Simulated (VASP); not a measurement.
Here is a VASP 6.6.1 calculation.

INCAR

```
SYSTEM = Cu
PREC = Accurate
ENCUT = 520
EDIFF = 1E-6
ISMEAR = 1
SIGMA = 0.2
LREAL = .FALSE.
LASPH = .TRUE.
NELM = 60
ALGO = Normal
ISIF = 2
LWAVE = .FALSE.
LCHARG = .FALSE.
GGA = PS
IBRION = 2
NSW = 40
EDIFFG = -0.01
KPAR = 8
```

File KPOINTS:

```
regular mesh
0
G
  18 18 1
  0 0 0
```

The input POSCAR:

```
Cu
1.0
    2.5236641021      0.0000000000      0.0000000000
    0.0000000000      2.5236641021      0.0000000000
    0.0000000000      0.0000000000     29.2760000000
Cu
9
Direct
    0.0000000000      0.0000000000      0.2561825386
    0.5000000000      0.5000000000      0.3171369039
    0.0000000000      0.0000000000      0.3780912693
    0.5000000000      0.5000000000      0.4390456346
    0.0000000000      0.0000000000      0.5000000000
    0.5000000000      0.5000000000      0.5609543654
    0.0000000000      0.0000000000      0.6219087307
    0.5000000000      0.5000000000      0.6828630961
    0.0000000000      0.0000000000      0.7438174614
```

Potentials or basis: VASP PAW PBE potentials, release 64 (Cu).

Launch:

```console
$ cat potpaw_PBE.64/Cu/POTCAR > POTCAR
$ mpirun -np 8 vasp_std > vasp.out
```

Predict the band gap on the k mesh.

none (metal or under the smearing width).

Estimate the energy gained by relaxing.

1.3 meV/atom.

The path:
```csv
step,energy change (eV),largest force (eV/Å),pressure (GPa)
1,0.0000,0.2366,-1.33
2,-0.0077,0.1342,-1.27
3,-0.0104,0.0735,-1.14
4,-0.0104,0.0756,-1.06
5,-0.0111,0.0362,-1.07
6,-0.0115,0.0325,-1.03
7,-0.0115,0.0377,-0.99
8,-0.0117,0.0155,-0.97
9,-0.0118,0.0079,-0.98
```

Caveat: the PAW data sets were made with another functional, which shifts forces and pressure a little.
